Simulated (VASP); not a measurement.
**Be: single point with LDA**

The system is Be.

```
Be
1.0
     2.28530    0.00000    0.00000
    -1.14265    1.97913    0.00000
     0.00000    0.00000    3.58420
Be
2
Direct
  0.65560 0.31395 0.73871
  0.30307 0.68201 0.27283
```

The cell isn't the ideal one: grid = ENCUT=900 k=14x14x8 ISMEAR=1 SIGMA=0.05 PREC=Accurate EDIFF=1e-08 LREAL=False ADDGRID=False LASPH=True; atoms moved at random, drawn with an rms of 0.1 Å.

- Program: VASP 6.6.1
- Task: single point
- Functional: LDA
- Potentials or basis: VASP PAW LDA potentials, release 64 (Be)
- Cutoff: 900 eV
- k mesh: 14 × 14 × 8
- Occupations: methfessel-paxton, width 0.05 eV
- Spin: no spin polarisation

The pressure is -6.5 GPa, the largest force is 0.952 eV/Å and the band gap on the k mesh is none (metal or under the smearing width).

Forces on the atoms (eV/Å):
```
Be  -0.247  0.229  0.890
Be   0.247 -0.229 -0.890
```

Stress tensor (GPa, compression positive):
```
-9.69  2.56 -1.11
 2.56 -5.26  1.06
-1.11  1.06 -4.47
```

Levels at points of the mesh, in eV from the Fermi level:
| k point | band 1 | band 2 | band 3 | band 4 | band 5 | band 6 |
| --- | --- | --- | --- | --- | --- | --- |
| (0.00, 0.00, 0.00) | -11.09 | -4.29 | 1.11 | 14.93 | 15.68 | 17.56 |
| (0.50, 0.00, 0.00) | -4.89 | -3.25 | 3.67 | 6.16 | 6.93 | 9.03 |
| (0.00, 0.50, 0.00) | -4.83 | -3.35 | 3.80 | 5.97 | 7.14 | 9.01 |
| (0.50, 0.50, 0.00) | -5.12 | -2.72 | 3.15 | 5.99 | 7.01 | 8.92 |
| (0.00, 0.00, 0.50) | -9.21 | -8.71 | 9.51 | 11.67 | 16.35 | 16.70 |
| (0.50, 0.00, 0.50) | -3.81 | -3.51 | 1.63 | 1.76 | 10.91 | 12.15 |
| (0.00, 0.50, 0.50) | -3.83 | -3.56 | 1.70 | 1.83 | 10.92 | 12.17 |
| (0.50, 0.50, 0.50) | -3.69 | -3.24 | 1.23 | 1.33 | 10.89 | 12.20 |

Run time: 47 s on 1 thread of AMD EPYC 9R45 96-Core Processor (Zen 5), with other jobs on the host, peak memory 0.24 GiB.
